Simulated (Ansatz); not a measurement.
Structure types of Te were relaxed at one common pressure (all-electron LAPW in Ansatz 0.2.0 under PBE, scalar-relativistic, no spin polarisation, zero temperature). They take these volumes:

```csv
type,space group,V (Å³/atom)
bcc,Im-3m,23.46
distorted hcp,P6_3/mmc,23.81
beta tin,I4_1/amd,25.80
sc,Pm-3m,26.66
diamond,Fd-3m,33.62
```

Task: At about which pressure, and is the densest type also the lowest in enthalpy?

Result: 17 GPa. The densest is bcc, and it is also the lowest in enthalpy among these.
